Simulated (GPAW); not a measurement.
# TiO2 (P4_2/mnm) in GPAW: further runs

One crystal, TiO2, is run at these levels: rSCAN, TASK, PBE+U; tasks: band structure.

Program: GPAW 26.7.0. These are calculated values, not measurements. Logs are shortened: lines on timing, memory, paths and dates and some standing lists are left out, and cuts for length are marked. The log counts tension as positive stress, the text compression.

**What was measured.**

“Shallow Valence Band of Rutile GeO2 and P-type Doping”, 2020, arxiv:2011.08928 quotes, for a bulk crystal of TiO2 at 1.6 K: band gap 3.03 eV (direct).

The runs below are set against these values where they give the same quantity.

### 1 Starting point

It takes space group P4_2/mnm (No. 136, tetragonal). The conventional cell has a = 4.600 Å, b = 4.600 Å, c = 2.959 Å, α = 90.00°, β = 90.00°, γ = 90.00°. Ti (site symmetry mmm) has 6 O at 1.95 to 1.98 Å as nearest neighbours. O (site symmetry m2m) has 3 Ti at 1.95 to 1.98 Å as nearest neighbours.

The cell is a database's computed one.

### 2 Band structure, rSCAN

run.py

```python
from ase.dft.bandgap import bandgap
from ase.io import write
from ase.spacegroup import crystal
from ase.units import GPa
from gpaw import GPAW, PW

# Ti 2b
# O 4g
atoms = crystal(['Ti', 'O'],
                basis=[[0.0, 0.0, 0.5],
                       [0.30432132, 0.30432132, 0.5]],
                spacegroup=136, setting=1,  # P4_2/mnm
                cellpar=[4.59983732, 4.59983732, 2.95921356, 90.0, 90.0, 90.0],
                primitive_cell=True)

calc = GPAW(mode=PW(800),
            xc='MGGA_X_RSCAN+MGGA_C_RSCAN',
            kpts={'size': (4, 4, 6), 'gamma': True},
            occupations={'name': 'fermi-dirac', 'width': 0.05},
            nbands=43,
            convergence={'density': 1e-05, 'energy': 1e-05},
            maxiter=150,
            txt='gpaw.txt')
atoms.calc = calc
energy = atoms.get_potential_energy()
forces = atoms.get_forces()
stress = atoms.get_stress()
calc.write('gs.gpw')
write('result.traj', atoms)
print(f'Energy: {energy:.6f} eV')
print('Forces (eV/A):')
print(forces.round(4))
print('Stress (GPa):', (stress / GPa).round(3))
print('Fermi level:', round(calc.get_fermi_level(), 4), 'eV')
print(f'Gap: {bandgap(calc)[0]:.4f} eV, direct: {bandgap(calc, direct=True)[0]:.4f} eV')

path = atoms.cell.bandpath('GXMGZRAZ,XR,MA', npoints=60, eps=1e-4)
bs_calc = calc.fixed_density(kpts=path, symmetry='off', nbands=61,
                             convergence={'bands': 'CBM+6.0', 'eigenstates': 1e-6}, txt='bands.txt')
bs = bs_calc.band_structure()
bs.write('bs.json')
print(f'Gap on the path: {bandgap(bs_calc)[0]:.4f} eV')
```

Potentials or basis: GPAW PAW data sets (gpaw-data 1.2.1), pw.

Run with:

```
> OMP_NUM_THREADS=1 python run.py
```

gpaw.txt:

```text
__  _  _
 | _ |_)|_||  |
 |__||  | ||/\| - 26.7.0

Input parameters:
  mode=PW(ecut=800.0),
  convergence={'density': 1e-05, 'energy': 1e-05},
  kpts=MonkhorstPack(size=(4, 4, 6), gamma=True),
  maxiter=150,
  nbands=43,
  occupations=Occupations(name='fermi-dirac', width=0.05),
  xc=XC(name='MGGA_X_RSCAN+MGGA_C_RSCAN')

Diagonalizing LCAO Hamiltonian
Converting LCAO to pw mode
    .----------.
   /|          |
  / |          |
 *  |      O   |
 |  .O---------.
 Ti/  O Ti    /
 |/       O  /
 *----------*

Atoms  # Å, Bohr magnetons
|   | symbol |        x |        y |        z |    initial magnetic moments |
|---|--------|----------|----------|----------|-----------------------------|
| 0 |     Ti | 0.000000 | 0.000000 | 1.479607 | ( 0.0000,  0.0000,  0.0000) |
| 1 |     Ti | 2.299919 | 2.299919 | 0.000000 | ( 0.0000,  0.0000,  0.0000) |
| 2 |      O | 1.399829 | 1.399829 | 1.479607 | ( 0.0000,  0.0000,  0.0000) |
| 3 |      O | 3.200009 | 3.200009 | 1.479607 | ( 0.0000,  0.0000,  0.0000) |
| 4 |      O | 0.900090 | 3.699747 | 0.000000 | ( 0.0000,  0.0000,  0.0000) |
| 5 |      O | 3.699747 | 0.900090 | 0.000000 | ( 0.0000,  0.0000,  0.0000) |

Unit cell  # Å
| periodic |        x |        y |        z |  lengths |    angles |
|----------|----------|----------|----------|----------|-----------|
|      yes | 4.599837 | 0.000000 | 0.000000 | 4.599837 | 90.000000 |
|      yes | 0.000000 | 4.599837 | 0.000000 | 4.599837 | 90.000000 |
|      yes | 0.000000 | 0.000000 | 2.959214 | 2.959214 | 90.000000 |

Number of symmetries: 8
Symmetry operations  # r_c * U_cc + t_c -> r_c
|   | kind |            matrix            |
|---|------|------------------------------|
| 0 |  E   |  1, 0, 0,  0, 1, 0,  0, 0, 1 |
| 1 |  σ   |  1, 0, 0,  0, 1, 0,  0, 0,-1 |
| 2 |  σ   |  0, 1, 0,  1, 0, 0,  0, 0, 1 |
| 3 |  C2  |  0, 1, 0,  1, 0, 0,  0, 0,-1 |
| 4 |  σ   |  0,-1, 0, -1, 0, 0,  0, 0, 1 |
| 5 |  C2  |  0,-1, 0, -1, 0, 0,  0, 0,-1 |
| 6 |  C2  | -1, 0, 0,  0,-1, 0,  0, 0, 1 |
| 7 |  i   | -1, 0, 0,  0,-1, 0,  0, 0,-1 |

BZ-sampling:
  Number of BZ points: 96
  Number of IBZ points: 28

  Monkhorst-Pack size: [4, 4, 6]
  Monkhorst-Pack shift: [0.125, 0.125, 0.08333333333333333]

K-points  # in reciprocal-cell coordinates
|     |                                coordinates |     weight |
|-----|--------------------------------------------|------------|
|   0 | (  0.00000000,   0.00000000,   0.00000000) | 0.01041667 |
|   1 | (  0.00000000,   0.00000000,   0.16666667) | 0.02083333 |
|   2 | (  0.00000000,   0.00000000,   0.33333333) | 0.02083333 |
|   3 | (  0.00000000,   0.00000000,   0.50000000) | 0.01041667 |
|   4 | (  0.25000000,  -0.25000000,   0.00000000) | 0.02083333 |
|   5 | (  0.25000000,  -0.25000000,   0.16666667) | 0.04166667 |
|   6 | (  0.25000000,  -0.25000000,   0.33333333) | 0.04166667 |
|   7 | (  0.25000000,  -0.25000000,   0.50000000) | 0.02083333 |
|   8 | (  0.25000000,   0.00000000,   0.00000000) | 0.04166667 |
|   9 | (  0.25000000,   0.00000000,   0.16666667) | 0.08333333 |
| ... |                                            |            |
|  27 | (  0.50000000,   0.50000000,   0.50000000) | 0.01041667 |

Plane wave coefficients: 3249
Cutoff: 800.0 eV

Spin-components: 1 (collinear spins)
Bands:           43
Projectors:      32
Spin-degeneracy: 2
Datatype:        complex128

Parallelization:
  kpt:    1
  domain: 1
  band:   1

Density:
  Valence electrons: 48.0
  Components: 1
  Grid points: [32 32 20]
  Charge: 0.0  # |e|

Potential:
  Grid points: [32 32 20]

species:
  Ti:
    name:    Titanium
    Z:       22.0
    valence: 12
    core:    10
    charge:  0.0  # [|e|]
    compensation charges:
      type: gauss
      rc: 0.38  # [Å]
      lmax: 2
    cutoffs:
      filter: 2.23  # [Å]
      core: 1.02  # [Å]
    projectors
    | kind |    occ | energy [eV] | rcut [Å] |
    |------|--------|-------------|----------|
    |   3s |  2.000 |     -62.623 |    1.270 |
    |   4s |  2.000 |      -4.466 |    1.270 |
    |   3p |  6.000 |     -38.862 |    1.058 |
    |   4p |  0.000 |      -1.466 |    1.058 |
    |   3d |  2.000 |      -4.258 |    1.058 |
    |    d |        |      22.953 |    1.058 |

    Using partial waves for Ti as LCAO basis

  O:
    name:    Oxygen
    Z:       8.0
    valence: 6
    core:    2
    charge:  0.0  # [|e|]
    compensation charges:
      type: gauss
      rc: 0.21  # [Å]
      lmax: 2
    cutoffs:
      filter: 1.17  # [Å]
      core: 0.83  # [Å]
    projectors
    | kind |    occ | energy [eV] | rcut [Å] |
    |------|--------|-------------|----------|
    |   2s |  2.000 |     -23.961 |    0.688 |
    |   2p |  4.000 |      -9.029 |    0.598 |
    |    s |        |       3.251 |    0.688 |
    |    p |        |      18.182 |    0.598 |
    |    d |        |       0.000 |    0.619 |

    Using partial waves for O as LCAO basis

Reference energy: -54611.437768  # eV

eigensolver:
  PPCG
  Converge bands: occupied
  niter=2

density mixing:
  MSR1-Mixer
  Pratt-step length: 0.05
  Maximum mixing coefficient: 0.75
  Old densities: 10
  SVD Regularization: 0.005
  Good broyden scale: 1.0
  Trust region scale: 1.0
  Backstep threshold: 4.0
  History deletion threshold: 6.0
  Fourier metric: weight=20.0, sigma=0.015

occupation numbers:
  Fermi-Dirac:
    width: 0.0500  # eV

poisson solver:
  ecut: 6400.0  # eV

xc functional:
  name: MGGA_X_RSCAN+MGGA_C_RSCAN with 2 nearest neighbor stencil

convergence criteria:
[... 6 lines left out ...]
|iter     | |      energy | eigst |  dens |
|---------|-|-------------|-------|-------|
|iter:   1| | -122.087987 | -0.09 |       |
|iter:   2| |  -85.224503 | -1.30 | -0.77 |
|iter:   3| |  -79.528360 | -0.47 | -0.82 |
|iter:   4| |  -78.804918 | -1.52 | -1.20 |
|iter:   5| |  -78.756739 | -2.45 | -1.55 |
|iter:   6| |  -78.765362 | -3.30 | -1.97 |
|iter:   7| |  -78.764081 | -4.24 | -2.70 |
|iter:   8| |  -78.764072 | -5.59 | -3.31 |
|iter:   9| |  -78.764059c| -6.55 | -3.70 |
|iter:  10| |  -78.764056c| -6.67 | -3.95 |
|iter:  11| |  -78.764056c| -7.85c| -4.69 |
|iter:  12| |  -78.764056c| -8.01c| -4.96 |
|iter:  13| |  -78.764056c| -8.53c| -5.36c|

Converged in 13 steps
Energy contributions relative to reference atoms: (reference = -54611.437768)

Energy contributions:
  Kinetic:          56.785351
  Coulomb:         -65.404718
  Zero:              0.733154
  External:          0.000000
  Xc:              -70.877843
  Entropy:          -0.000000
  Spinorbit:         0.000000
  ----------------------------
  Free energy:     -78.764056
  Extrapolated:    -78.764056

dipole moment: (-14.865627, -14.865627, -26.166983)  # |e|*Ang

Fermi level: 6.199
Eigenvalues  # (at kpt = [0.000, 0.000, 0.000])
| band index |      eig [eV] | occ [0-2] |
|------------|---------------|-----------|
|          0 |       -53.891 |     2.000 |
|        ... |               |           |
|         16 |         1.275 |     2.000 |
|         17 |         2.581 |     2.000 |
|         18 |         2.581 |     2.000 |
|         19 |         3.140 |     2.000 |
|         20 |         4.453 |     2.000 |
|         21 |         4.725 |     2.000 |
[... 8 lines left out ...]
|         30 |        10.117 |     0.000 |
|         31 |        12.145 |     0.000 |
|        ... |               |           |
|         42 |        25.806 |     0.000 |

Gap: 2.188 eV
Transition (v -> c):
  (s=0, k=0, n=23, [0.00, 0.00, 0.00]) -> (s=0, k=0, n=24, [0.00, 0.00, 0.00])
No difference between direct/indirect transitions

Forces  # eV/Ang
|        x |        y |       z |
|----------|----------|---------|
|  0.00000 |  0.00000 | 0.00000 |  # Ti   0
|  0.00000 |  0.00000 | 0.00000 |  # Ti   1
|  0.02897 |  0.02897 | 0.00000 |  # O    2
| -0.02897 | -0.02897 | 0.00000 |  # O    3
| -0.02902 |  0.02902 | 0.00000 |  # O    4
|  0.02902 | -0.02902 | 0.00000 |  # O    5

Stress tensor  # eV/Ang^3
|        x |        y |        z |
|----------|----------|----------|
| 0.004531 | 0.000000 | 0.000000 |
| 0.000000 | 0.004531 | 0.000000 |
| 0.000000 | 0.000000 | 0.005607 |

# Writing to gs.gpw (mode='')
```

It took 6.2 min on 1 thread of Arm Neoverse V1, shared host; peak memory 0.63 GiB.

What came out:

```
Free energy             : -78.7641 eV
Pressure                : -0.8 GPa
Largest force           : 0.041 eV/Å
Band gap on the k mesh  : 2.19 eV, direct
Band gap along the path : 2.19 eV, direct
```

Forces on the atoms (eV/Å):
```
Ti   0.000  0.000  0.000
Ti   0.000  0.000  0.000
O    0.029  0.029  0.000
O   -0.029 -0.029  0.000
O   -0.029  0.029  0.000
O    0.029 -0.029  0.000
```

Levels at the corners of the path, in eV from the valence-band top:
```
point  band 20  band 21  band 22  band 23  band 24  band 25  band 26  band 27  band 28  band 29
    Γ    -2.07    -0.76    -0.49    -0.49     0.00     2.19     2.50     2.73     2.83     2.83
    X    -3.14    -1.70    -1.70    -0.77    -0.77     2.87     2.87     3.36     3.36     3.89
    M    -2.20    -1.38    -1.38    -1.13    -1.13     2.22     2.22     2.85     2.85     4.15
    Γ    -2.07    -0.76    -0.49    -0.49     0.00     2.19     2.50     2.73     2.83     2.83
    Z    -2.87    -2.39    -2.39    -1.47    -1.47     3.29     3.29     3.53     3.53     3.99
    R    -2.46    -2.06    -2.06    -1.09    -1.09     2.25     2.25     3.55     3.55     4.23
    A    -2.84    -1.31    -1.31    -0.71    -0.71     2.92     2.92     3.54     3.54     3.57
    Z    -2.87    -2.39    -2.39    -1.47    -1.47     3.29     3.29     3.53     3.53     3.99
    X    -3.14    -1.70    -1.70    -0.77    -0.77     2.87     2.87     3.36     3.36     3.89
    R    -2.46    -2.06    -2.06    -1.09    -1.09     2.25     2.25     3.55     3.55     4.23
    M    -2.20    -1.38    -1.38    -1.13    -1.13     2.22     2.22     2.85     2.85     4.15
    A    -2.84    -1.31    -1.31    -0.71    -0.71     2.92     2.92     3.54     3.54     3.57
```

Caveat: the k mesh is coarse; the PAW data sets were made with another functional, which shifts forces and pressure a little.

(Continued in part 2 of 3.)
